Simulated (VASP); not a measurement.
ZnS (Wurtzite-2H), 4 atoms in the cell. Symmetry: P6_3mc, No. 186, hexagonal system. The conventional cell has a = 3.807 Å, b = 3.807 Å, c = 6.246 Å, α = 90.00°, β = 90.00°, γ = 120.00°. Around Zn (site symmetry 3m) lie 4 S at 2.33 to 2.34 Å. S (site symmetry 3m) has 4 Zn at 2.33 to 2.34 Å as nearest neighbours. 

| Item | Value |
| --- | --- |
| Program | VASP 6.6.1 |
| Task | relaxation of cell and atoms |
| Functional | r2SCAN |
| Potentials or basis | VASP PAW PBE potentials, release 64 (Zn, S) |
| Cutoff | 600 eV |
| k mesh | 9 × 9 × 5 |
| Occupations | gaussian, width 0.03 eV |
| Spin | no spin polarisation |
| Further INCAR settings | ALGO = Normal; EDIFF = 1e-07; IBRION = 2; EDIFFG = -0.005; NSW = 90; ISIF = 3 |

Potentials or basis: VASP PAW PBE potentials, release 64 (Zn, S).

Launch:

```console
$ cat potpaw_PBE.64/Zn/POTCAR potpaw_PBE.64/S/POTCAR > POTCAR
$ mpirun -np 1 vasp_std > vasp.out
```

Hardware: 1 thread of Intel(R) Xeon(R) Platinum 8488C (Sapphire Rapids), with other jobs on the host.

Task: How long does it take, and how much memory?

Result: It took 5 min on 1 thread of Intel(R) Xeon(R) Platinum 8488C (Sapphire Rapids) (shared host), peak memory 0.25 GiB. Counts: scf iterations 23, k points 36, ion steps 1.
